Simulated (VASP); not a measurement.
# InP (F-43m) in VASP: settings compared

The runs below take InP through relaxation of cell and atoms, with r2SCAN, r2SCAN+rVV10.

All numbers are computed with VASP 6.6.1; they aren't measurements. Logs are shortened: lines on timing, memory, paths and dates and some standing lists are left out, and cuts for length are marked.

## Step 1: Starting point

It takes space group F-43m (No. 216, cubic). The conventional cell has a = 5.904 Å, b = 5.904 Å, c = 5.904 Å, α = 90.00°, β = 90.00°, γ = 90.00°. In (site symmetry -43m) has 4 P at 2.56 Å as nearest neighbours. Around P (site symmetry -43m) lie 4 In at 2.56 Å.

The cell is a database's computed one.

## Step 2: Relaxation of cell and atoms, r2SCAN

INCAR

```
SYSTEM = InP
ALGO     = Normal         ! electronic algorithm
EDIFF    = 1E-7           ! SCF threshold, eV
EDIFFG   = -0.005         ! ionic threshold
ENCUT    = 600            ! plane-wave cutoff, eV
IBRION   = 2              ! ionic algorithm
ISIF     = 3              ! what is computed and relaxed
ISMEAR   = 0              ! smearing method
LASPH    = .True.         ! aspherical terms in the spheres
LCHARG   = .False.        ! write CHGCAR
LMIXTAU  = .True.       
LREAL    = .False.        ! projectors in reciprocal space
LWAVE    = .False.        ! write WAVECAR
METAGGA  = R2SCAN         ! meta-GGA
NELM     = 80             ! most SCF steps
NSW      = 90             ! ionic steps
PREC     = Accurate       ! precision mode
SIGMA    = 0.02           ! smearing width, eV
```

KPOINTS

```
k-points
0
Gamma
  10 10 10
  0 0 0
```

POSCAR

```
InP
1.0
    0.0000000000      2.9519763900      2.9519763900
    2.9519763900      0.0000000000      2.9519763900
    2.9519763900      2.9519763900      0.0000000000
In P
1 1
Direct
    0.0000000000      0.0000000000      0.0000000000
    0.7500000000      0.7500000000      0.7500000000
```

Potentials or basis: VASP PAW PBE potentials, release 64 (In_d, P).

Launch:

```bash
$ cat potpaw_PBE.64/In_d/POTCAR potpaw_PBE.64/P/POTCAR > POTCAR
$ mpirun -np 1 vasp_std > vasp.out
```

OUTCAR:

```text
SYSTEM = InP
   EDIFF = 1E-7
   EDIFFG = -0.005
   ENCUT = 600
   IBRION = 2
   ISIF = 3
   ISMEAR = 0
   LASPH = .True.
   LREAL = .False.
   METAGGA = R2SCAN
   NELM = 80
   NSW = 90
   PREC = Accurate

 ion  position               nearest neighbor table
   1  0.000  0.000  0.000-   2 2.56   2 2.56   2 2.56   2 2.56
   2  0.750  0.750  0.750-   1 2.56   1 2.56   1 2.56   1 2.56

  LATTYP: Found a face centered cubic cell.
 ALAT       =     5.9039527800

  Lattice vectors:

 A1 = (   0.0000000000,   2.9519763900,   2.9519763900)
 A2 = (   2.9519763900,   0.0000000000,   2.9519763900)
 A3 = (   2.9519763900,   2.9519763900,   0.0000000000)

Analysis of symmetry for initial positions (statically):
=====================================================================
 Subroutine PRICEL returns:
 Original cell was already a primitive cell.

 Routine SETGRP: Setting up the symmetry group for a
 face centered cubic supercell.

 Subroutine GETGRP returns: Found 24 space group operations
 (whereof 24 operations were pure point group operations)
 out of a pool of 48 trial point group operations.

The static configuration has the point symmetry T_d .

Analysis of symmetry for dynamics (positions and initial velocities):
=====================================================================
 Subroutine PRICEL returns:
 Original cell was already a primitive cell.

 Routine SETGRP: Setting up the symmetry group for a
 face centered cubic supercell.

 Subroutine GETGRP returns: Found 24 space group operations
 (whereof 24 operations were pure point group operations)
 out of a pool of 48 trial point group operations.

The dynamic configuration has the point symmetry T_d .

 Subroutine INISYM returns: Found 24 space group operations
 (whereof 24 operations are pure point group operations),
 and found     1 'primitive' translations

----------------------------------------------------------------------------------------

                                     Primitive cell

  volume of cell :      51.4480

  direct lattice vectors                    reciprocal lattice vectors
     0.000000000  2.951976390  2.951976390    -0.169378048  0.169378048  0.169378048
     2.951976390  0.000000000  2.951976390     0.169378048 -0.169378048  0.169378048
     2.951976390  2.951976390  0.000000000     0.169378048  0.169378048 -0.169378048

  length of vectors
     4.174725047  4.174725047  4.174725047     0.293371386  0.293371386  0.293371386

  position of ions in fractional coordinates (direct lattice)
     0.000000000  0.000000000  0.000000000
     0.750000000  0.750000000  0.750000000

  ion indices of the primitive-cell ions
[... 102 lines left out ...]
   AEXX    =    0.0000 exact exchange contribution
   IVDW    =     0    specifies the selected vdW correction
   LEPSILON=     F    determine dielectric tensor
   LRPA    =     F    only Hartree local field effects (RPA)
 conjugate gradient relaxation of ions
 non-spin polarized calculation
 Gauss-broadening in eV      SIGMA  =   0.02
  energy-cutoff  :      600.00
  volume of cell :       51.45
 maximum number of plane-waves:      1759
 NGX is ok and might be reduce to    36
   NGX = 17   NGY = 17   NGZ = 17

--------------------------------------- Ionic step        1  -------------------------------------------

 number of electron      17.9999998 magnetization

 Free energy of the ion-electron system (eV)
  ---------------------------------------------------
  ext. energy  EPLUGINS =         0.00000000
  ---------------------------------------------------
  free energy    TOTEN  =       -32.29972648 eV

  energy without entropy =      -32.29972648  energy(sigma->0) =      -32.29972648

------------------------ aborting loop because EDIFF is reached ----------------------------------------

  FORCE on cell =-STRESS in cart. coord.  units (eV):
  Direction    XX          YY          ZZ          XY          YZ          ZX
  --------------------------------------------------------------------------------------
  -------------------------------------------------------------------------------------
  Total        0.0162232      0.0162232      0.0162232      0.0000000     -0.0000000      0.0000000
  in kB        0.5052169      0.5052169      0.5052169      0.0000000     -0.0000000      0.0000000
  external PRESSURE =       0.5052169 kB  Pullay stress =       0.0000000 kB
[... 59 lines left out ...]
--------------------------------------- Ionic step        3  -------------------------------------------

 number of electron      17.9999998 magnetization

 Free energy of the ion-electron system (eV)
  ---------------------------------------------------
  ext. energy  EPLUGINS =         0.00000000
  ---------------------------------------------------
  free energy    TOTEN  =       -32.29972812 eV

  energy without entropy =      -32.29972812  energy(sigma->0) =      -32.29972812

 E-fermi :   4.9234     XC(G=0):  -9.7776

 val. band max:        4.7688785164   @ k =   0.0000   0.0000   0.0000
 cond. band min:       5.8076291476   @ k =   0.0000   0.0000   0.0000
 fundamental gap:      1.0387506312
 Fermi energy:         4.9233545737

 k-point     1 :       0.0000    0.0000    0.0000
  band No.  band energies     occupation
      1      -9.8442      2.00000
      2      -9.8442      2.00000
      3      -9.8442      2.00000
      4      -9.6768      2.00000
      5      -9.6768      2.00000
      6      -7.0762      2.00000
      7       4.7689      2.00000
      8       4.7689      2.00000
      9       4.7689      2.00000
     10       5.8076      0.00000
     11       9.2094      0.00000
     12       9.2094      0.00000
     13       9.2094      0.00000
[... 354 lines left out ...]
  band No.  band energies     occupation
      1      -9.9984      2.00000
      2      -9.7669      2.00000
      3      -9.7640      2.00000
      4      -9.7106      2.00000
      5      -9.6505      2.00000
      6      -5.3887      2.00000
      7       0.0081      2.00000
      8       2.5803      2.00000
      9       2.8397      2.00000
     10       7.3139      0.00000
     11       8.1098      0.00000
     12      12.0595      0.00000
     13      12.7279      0.00000

 [... further k-points ...]

------------------------ aborting loop because EDIFF is reached ----------------------------------------

  FORCE on cell =-STRESS in cart. coord.  units (eV):
  Direction    XX          YY          ZZ          XY          YZ          ZX
  --------------------------------------------------------------------------------------
  -------------------------------------------------------------------------------------
  Total        0.0027678      0.0027678      0.0027678      0.0000000      0.0000000     -0.0000000
  in kB        0.0861608      0.0861608      0.0861608      0.0000000      0.0000000     -0.0000000
  external PRESSURE =       0.0861608 kB  Pullay stress =       0.0000000 kB
[... 17 lines left out ...]
  FREE ENERGIE OF THE ION-ELECTRON SYSTEM (eV)
  ---------------------------------------------------
  free  energy   TOTEN  =       -32.2997281210 eV

  energy  without entropy=      -32.2997281210  energy(sigma->0) =      -32.29972812

 reached required accuracy - stopping structural energy minimisation
```

Wall time 6.1 min (1 thread of AMD EPYC 9R45 (Zen 5), shared host); peak memory 0.22 GiB.

Results:

- Free energy: -32.2997 eV
- Relaxed volume: 25.73 Å³/atom
- Relaxed cell: a = 4.175 Å, b = 4.175 Å, c = 4.175 Å, α = 60.00°, β = 60.00°, γ = 60.00°
- Space group after relaxing (to 0.05 Å): F-43m (No. 216)
- Energy gained by relaxing: 0.0 meV/atom
- Ionic steps: 3
- Pressure after relaxing: 0.0 GPa
- Band gap on the k mesh: 1.04 eV, direct

Final structure:
```xyz
2
Lattice="0.0000 2.9524 2.9524 2.9524 0.0000 2.9524 2.9524 2.9524 0.0000" Properties=species:S:1:pos:R:3 pbc="T T T"
In    0.0000    0.0000    0.0000
P     4.4285    4.4285    4.4285
```

Caveat: the PAW data sets were made with another functional, which shifts forces and pressure a little; spin-orbit coupling is left out, which moves the levels of the heavy elements. r2SCAN opens gaps a little over a GGA but as a rule still falls short of measured ones.

## Step 3: Relaxation of cell and atoms, r2SCAN+rVV10

Changes to INCAR since step 2:

```diff
@@ -2,2 +2,4 @@
 ALGO     = Normal         ! electronic algorithm
+BPARAM   = 11.95        
+CPARAM   = 0.0093       
 EDIFF    = 1E-7           ! SCF threshold, eV
@@ -8,2 +10,3 @@
 ISMEAR   = 0              ! smearing method
+IVDW_NL  = 2            
 LASPH    = .True.         ! aspherical terms in the spheres
@@ -12,2 +15,3 @@
 LREAL    = .False.        ! projectors in reciprocal space
+LUSE_VDW = .True.       
 LWAVE    = .False.        ! write WAVECAR
```

KPOINTS is that of step 2.

POSCAR is that of step 2.

Potentials or basis: VASP PAW PBE potentials, release 64 (In_d, P).

Launch:

```bash
$ cat potpaw_PBE.64/In_d/POTCAR potpaw_PBE.64/P/POTCAR > POTCAR
$ mpirun -np 1 vasp_std > vasp.out
```

Wall time 10 min (1 thread of AMD EPYC 9R45 (Zen 5), shared host); peak memory 0.39 GiB.

It converged, with:

| Item | Value |
| --- | --- |
| Free energy | -31.8137 eV |
| Relaxed volume | 25.48 Å³/atom |
| Relaxed cell | a = 4.162 Å, b = 4.162 Å, c = 4.162 Å, α = 60.00°, β = 60.00°, γ = 60.00° |
| Space group after relaxing (to 0.05 Å) | F-43m (No. 216) |
| Energy gained by relaxing | 0.5 meV/atom |
| Ionic steps | 3 |
| Pressure after relaxing | 0.0 GPa |
| Band gap on the k mesh | 1.07 eV, direct |

The path:
```csv
step,energy change (eV),largest force (eV/Å),pressure (GPa),volume (Å³)
1,0.0000,0.0000,-0.60,51.45
2,-0.0007,0.0000,0.34,50.73
3,-0.0010,0.0000,0.02,50.97
```

Final structure:
```
CELL_PARAMETERS angstrom
0.00000 2.94272 2.94272
2.94272 0.00000 2.94272
2.94272 2.94272 0.00000
ATOMIC_POSITIONS crystal
In 0.00000 0.00000 0.00000
P 0.75000 0.75000 0.75000
```

Levels at points of the mesh, in eV from the valence-band top:
```
           k point  band 7  band 8  band 9  band 10  band 11  band 12
(0.00, 0.00, 0.00)    0.00    0.00    0.00     1.07     4.42     4.42
(0.50, 0.00, 0.00)   -5.83   -0.99   -0.99     1.80     5.13     5.13
(0.50, 0.50, 0.00)   -5.83   -2.38   -2.38     1.97     2.51     9.75
```

Caveat: the PAW data sets were made with another functional, which shifts forces and pressure a little; spin-orbit coupling is left out, which moves the levels of the heavy elements. r2SCAN opens gaps a little over a GGA but as a rule still falls short of measured ones.
